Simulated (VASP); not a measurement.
VASP 6.6.1 run: HfO2

INCAR

```
LASPH = .TRUE.
PREC = Accurate
LREAL = .FALSE.
ISYM = 1
ISIF = 3
LWAVE = .FALSE.
GGA = CA
LCHARG = .FALSE.
SIGMA = 0.02
EDIFF = 1E-7
IBRION = 2
NBANDS = 18
EDIFFG = -5E-3
ENCUT = 700
ISMEAR = -1
NSW = 40
NELM = 97
```

KPOINTS

```
KPOINTS created by Atomic Simulation Environment
0
Gamma
8 8 8
0 0 0
```

POSCAR

```
Hf O
 1.0000000000000000
    -0.0000000000000000    2.5488060283576925    2.5488060283576925
     2.5488060283576925    0.0000000000000000    2.5488060283576925
     2.5488060283576925    2.5488060283576925   -0.0000000000000000
 Hf  O
   1   2
Cartesian
  0.0000000000000000 -0.0000000000000000  0.0000000000000000
  1.2744030141788460  1.2744030141788460  1.2744030141788460
  3.8232090425365381  3.8232090425365381  3.8232090425365390
```

The recommended LDA PAW datasets give the neutral cell 22 valence electrons.

Command

```
mpirun -np 1 vasp_std
```

How does this run end, and what does it give?

It converged. Results: relaxed cell vector lengths 3.522, 3.522, 3.522 Å; relaxed cell volume 30.89 Å³.

OSZICAR

```
N       E                     dE             d eps       ncg     rms          rms(c)
DAV:   1     0.104296484719E+03    0.10430E+03   -0.14918E+04  1044   0.153E+03
DAV:   2    -0.336760760606E+02   -0.13797E+03   -0.13322E+03  1270   0.323E+02
DAV:   3    -0.386125357664E+02   -0.49365E+01   -0.49129E+01  1270   0.520E+01
DAV:   4    -0.386431176997E+02   -0.30582E-01   -0.30569E-01  1244   0.435E+00
DAV:   5    -0.386432981263E+02   -0.18043E-03   -0.18042E-03  1204   0.337E-01    0.478E+01
DAV:   6    -0.332230134885E+02    0.54203E+01   -0.20235E+01  1062   0.316E+01    0.418E+01
DAV:   7    -0.330429158370E+02    0.18010E+00   -0.74081E-01  1188   0.703E+00    0.293E+01
DAV:   8    -0.329910013884E+02    0.51914E-01   -0.37509E-01  1150   0.521E+00    0.971E+00
DAV:   9    -0.329633712996E+02    0.27630E-01   -0.77932E-02  1142   0.232E+00    0.291E+00
DAV:  10    -0.329629960616E+02    0.37524E-03   -0.21569E-03  1218   0.342E-01    0.470E-01
...
   6 F= -.33091944E+02 E0= -.33091944E+02  d E =0.308374E-04
       N       E                     dE             d eps       ncg     rms          rms(c)
DAV:   1    -0.330922658890E+02   -0.32176E-03   -0.61375E-03  1104   0.654E-01    0.265E-01
DAV:   2    -0.330920516933E+02    0.21420E-03   -0.88631E-04  1164   0.203E-01    0.860E-02
DAV:   3    -0.330920179093E+02    0.33784E-04   -0.49730E-05  1150   0.568E-02    0.559E-02
DAV:   4    -0.330920103231E+02    0.75861E-05   -0.26027E-05  1222   0.386E-02    0.395E-02
DAV:   5    -0.330920106945E+02   -0.37133E-06   -0.59969E-07  1296   0.597E-03    0.646E-02
DAV:   6    -0.330920101665E+02    0.52796E-06   -0.10490E-06  1168   0.706E-03    0.211E-03
DAV:   7    -0.330920101675E+02   -0.98476E-09   -0.40896E-08   638   0.178E-03
   7 F= -.33092010E+02 E0= -.33092010E+02  d E =-.352025E-04
```

```csv
ionic step,ΔE (meV/atom),volume (Å³),largest force (eV/Å),pressure (GPa),electronic steps
1,0.0,33.12,0.000,-17.47,13
2,80.1,27.67,0.000,40.47,10
3,-43.0,30.96,0.000,-0.65,10
4,-43.0,30.90,0.000,-0.09,7
5,-43.0,30.86,0.000,0.32,7
6,-43.0,30.94,0.000,-0.45,7
7,-43.0,30.89,0.000,0.00,7
```

For comparison, a separate LDA relaxation on usual settings, not on those above, ends at 30.88 Å³.
